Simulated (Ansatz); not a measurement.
# MgTe: an axial (c/a) deformation path

One table from this session's results is given with a row withheld; the runs are named, their logs left out.

Method: DFT PBE, scalar-relativistic, plane waves, PAW, in Ansatz 0.2.0.

## The structure to begin with

It takes space group P6_3mc (No. 186, hexagonal). The conventional cell has a = 4.540 Å, b = 4.540 Å, c = 7.395 Å, α = 90.00°, β = 90.00°, γ = 120.00°. Around Mg (site symmetry 3m) lie 4 Te at 2.74 to 2.79 Å. Around Te (site symmetry 3m) lie 4 Mg at 2.74 to 2.79 Å.

As a file:

```cif
data_structure
_symmetry_space_group_name_H-M 'P6_3mc'
_symmetry_Int_Tables_number 186
_cell_length_a 4.5400
_cell_length_b 4.5400
_cell_length_c 7.3950
_cell_angle_alpha 90.000
_cell_angle_beta 90.000
_cell_angle_gamma 120.000
_cell_volume 132.00
loop_
_atom_site_label
_atom_site_type_symbol
_atom_site_symmetry_multiplicity
_atom_site_Wyckoff_symbol
_atom_site_fract_x
_atom_site_fract_y
_atom_site_fract_z
_atom_site_occupancy
Mg1 Mg 2 b 0.33333 0.66667 0.00000 1
Te1 Te 2 b 0.33333 0.66667 0.37000 1
```

No relaxation comes first: the listed cell is the starting point.

Set-up of the first run:

At fixed volume and fractional coordinates, lengths along (0.000, 0.000, 1.000) are scaled against those across it; ρ is that ratio over its starting value.

Contents of input.yaml:

```yaml
crystal:
  lattice:
    - [4.7927311848, 0.0, 0.0]
    - [-2.3963655924, 4.1506269596, 0.0]
    - [0.0, 0.0, 6.635660052]
  atoms:
    - { symbol: Mg, position: [0.3333333333, 0.6666666667, 0.0] }
    - { symbol: Mg, position: [0.6666666667, 0.3333333333, 0.5] }
    - { symbol: Te, position: [0.3333333333, 0.6666666667, 0.37] }
    - { symbol: Te, position: [0.6666666667, 0.3333333333, 0.87] }
basis:
  ecutwfc: 420
kpoints:
  mp_grid: { grid: [6, 6, 4] }
hamiltonian:
  xc: pbe
scf:
  occupations: { method: gaussian, width: 0.05 }
output:
  forces: true
  stress: true
  eigenvalues: true
```

Command:

```console
$ ansatz run input.yaml --threads 1 --pin off --max-ram 1228MiB --backend cpu --events-out ev --progress --plain --runs-dir out
```

Among the steps run: Point ρ = 0.850; ρ = 1.200; ρ = 0.920; Point ρ = 1.100; Point ρ = 0.960; ρ = 1.050; ρ = 0.800; At ρ = 1.300.

One of the session's tables, all rows but one given; the rest of the session is left out.

| ρ | ΔE (meV/atom) | pressure (GPa) | gap on the mesh (eV) |
| --- | --- | --- | --- |
| 0.800 | 361.1 | 5.8 | 1.97 |
| 0.850 | 188.7 | 3.9 | 2.20 |
| 0.920 | 52.8 | 2.4 | 2.50 |
| 0.960 | ? | ? | ? |
| 1.000 | 0.0 | 1.7 | 2.54 |
| 1.050 | 4.0 | 1.6 | 2.42 |
| 1.100 | 27.8 | 1.8 | 2.23 |
| 1.200 | 115.0 | 2.7 | 1.70 |
| 1.300 | 234.3 | 4.0 | 1.08 |

Q: Estimate the row for ρ = 0.960 from the others.

Worked estimate for «ΔE (meV/atom)». A straight line through the neighbours (0.920, 52.8) and (1.000, 0.0) gives 52.8 + (0.0 − 52.8) × (0.960 − 0.920) / (1.000 − 0.920) = 26.4; a parabola fitted to 4 rows on both sides gives 14.1.

As computed: ΔE (meV/atom): 15.6; pressure (GPa): 1.9; gap on the mesh (eV): 2.57. In «ΔE (meV/atom)» the line misses by +10.8 and the parabola by -1.5.
